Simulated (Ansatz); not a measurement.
FeSi:

```
Fe Si
1.0
     4.55070    0.00000    0.00000
     0.00000    4.55070    0.00000
     0.00000    0.00000    4.55070
Fe Si
4 4
Direct
  0.86348 0.63652 0.36348
  0.63652 0.36348 0.86348
  0.36348 0.86348 0.63652
  0.13652 0.13652 0.13652
  0.15760 0.34240 0.65760
  0.34240 0.65760 0.15760
  0.65760 0.15760 0.34240
  0.84240 0.84240 0.84240
```

```yaml
Program: Ansatz 0.2.0
Task: single point
Functional: PBE
Potentials_or_basis: Ansatz PAW
Cutoff: "420 eV (not typed: the program's choice for these potentials)"
k_mesh: 6 × 6 × 6
Occupations: fermi-dirac, width 0.05 eV
Spin: collinear spin, ferromagnetic start
Starting_moments: "[3.0, 3.0, 3.0, 3.0, 0.0, 0.0, 0.0, 0.0] μB"
```

On this cell: pressure -10.4 GPa; largest force 0.093 eV/Å; net moment 3.73 μB per cell; site moments Fe +1.02; Si -0.05 μB; band gap on the k mesh none (metal or under the smearing width).

The same run follows on a disturbed copy (atoms moved at random, drawn with an rms of 0.05 Å):

```
Fe Si
1.0
     4.55070    0.00000    0.00000
     0.00000    4.55070    0.00000
     0.00000    0.00000    4.55070
Fe Si
4 4
Cartesian
  3.9440 2.9214 1.6553
  2.9074 1.6061 3.8793
  1.6505 3.8748 2.8794
  0.6413 0.6099 0.6002
  0.7320 1.5051 3.0288
  1.5508 3.0078 0.7591
  2.9684 0.6843 1.4937
  3.8609 3.8289 3.8351
```

Task: What does the disturbed cell give?

Result: The energy (extrapolated to zero smearing) moves by +15.8 meV/atom; pressure -10.3 GPa; largest force 1.106 eV/Å; net moment 3.59 μB per cell; site moments Fe +1.06, +1.02, +1.01, +0.83; Si -0.05 μB; band gap on the k mesh none (metal or under the smearing width).

Forces in eV/Å, atoms in the order of the input:
```
Fe  -0.195 -0.655  0.019
Fe  -0.030  0.541  0.374
Fe   0.342  0.345  0.379
Fe  -0.209  0.036  0.419
Si  -0.357  0.378 -0.655
Si   0.429 -0.631 -0.801
Si   0.200  0.170  0.358
Si  -0.180 -0.184 -0.093
```

Stress tensor (GPa, compression positive):
```
-10.28   0.11   0.24
  0.11 -11.28   0.12
  0.24   0.12  -9.32
```
